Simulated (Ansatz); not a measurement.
## NaF (zincblende): G0W0 against its settings

NaF built on the zincblende prototype, relaxed with r2SCAN; one-shot G0W0 in Ansatz without spin-orbit coupling. Values at 0 K without nuclear motion; spin polarisation is off, and the phase may be a hypothetical one.

```cif
data_structure
_symmetry_space_group_name_H-M 'P 1'
_symmetry_Int_Tables_number 1
_cell_length_a 3.5797
_cell_length_b 3.5797
_cell_length_c 3.5797
_cell_angle_alpha 60.000
_cell_angle_beta 60.000
_cell_angle_gamma 60.000
_cell_volume 32.44
loop_
_atom_site_label
_atom_site_type_symbol
_atom_site_fract_x
_atom_site_fract_y
_atom_site_fract_z
_atom_site_occupancy
Na1 Na 0.00000 0.00000 0.00000 1
F1 F 0.25000 0.25000 0.25000 1
```

Gaps are read over the mesh points alone. G0W0 here is at a finite number of bands, screening cutoff and k mesh, not at the basis limit.

| start | potentials | frequency model | mesh | empty bands | screening cutoff (eV) | Kohn-Sham gap (eV) | G0W0 gap (eV) |
| --- | --- | --- | --- | --- | --- | --- | --- |
| HSE06 | PAW | contour deformation | 6×6×6 | 177 | 180 | 7.67 | 10.82 |
| r2SCAN | PAW | contour deformation | 6×6×6 | 177 | 180 | 6.26 | 10.14 |
| PBE0 | PAW | contour deformation | 6×6×6 | 177 | 180 | 8.45 | 11.06 |
| PBE | PAW | Godby-Needs pole | 6×6×6 | 177 | 180 | 5.63 | 9.84 |

G0W0 moves the gap on the mesh from 7.67 eV (HSE06) to 10.82 eV (direct at Γ). Renormalisation factors Z lie between 0.83 and 0.93.

Starting from r2SCAN (6.26 eV against HSE06's 7.67 eV) gives 10.14 eV, -0.67 eV from G0W0@HSE06 at the same screening cutoff. Starting from PBE0 (8.45 eV against HSE06's 7.67 eV) gives 11.06 eV, +0.24 eV from G0W0@HSE06 at the same screening cutoff. r2SCAN runs take a wave cutoff of 500 eV.
